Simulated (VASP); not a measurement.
Runs of VASP 6.6.1 on Pd. The structure is orthorhombic, space group Fmmm (No. 69). The conventional cell has a = 3.512 Å, b = 5.006 Å, c = 7.945 Å, α = 90.00°, β = 90.00°, γ = 90.00°. Pd (site symmetry mm2) is surrounded by 1 Pd at 1.38 Å. The cell was built by a generator and needn't be a form met in nature.

| task | cell | k mesh | cutoff (eV) | mesh quality | gap on the mesh (eV) | pressure (GPa) | largest force (eV/Å) |
| --- | --- | --- | --- | --- | --- | --- | --- |
| relaxation of cell and atoms | relaxed | 6 × 6 × 6 | 600 | coarse | none | 0.1 | 0.02 |
| single point | Fmmm, 16.02 Å³/atom | 6 × 6 × 6 | 520 | coarse | none | -0.4 | 0.02 |
| single point | Fmmm, 17.46 Å³/atom | 6 × 6 × 6 | 520 | coarse | none | 55.1 | 30.45 |
| single point | Fmmm, 16.06 Å³/atom | 24 × 24 × 24 | 520 | not flagged | none | (a) | 0.01 |

Alike in all rows: level PBE; potentials or basis VASP PAW PBE potentials, release 64 (Pd); no spin polarisation; smearing gaussian 0.1 eV.

Problem. Estimate the missing entries.

Solution. (a) -0.3.

Caveats: some runs use coarse meshes; a pressure of tens of GPa on the cell as given is suspect, and the run, the potentials or the cell itself is likely at fault (some runs); forces of over 1 eV/Å show positions far from the minimum, so gaps and moduli don't describe the material at rest (some runs).

A k mesh can miss the band edges, and the runs leave out spin-orbit coupling on Pd.

A gap of «none» marks a metal or a gap under the smearing width.
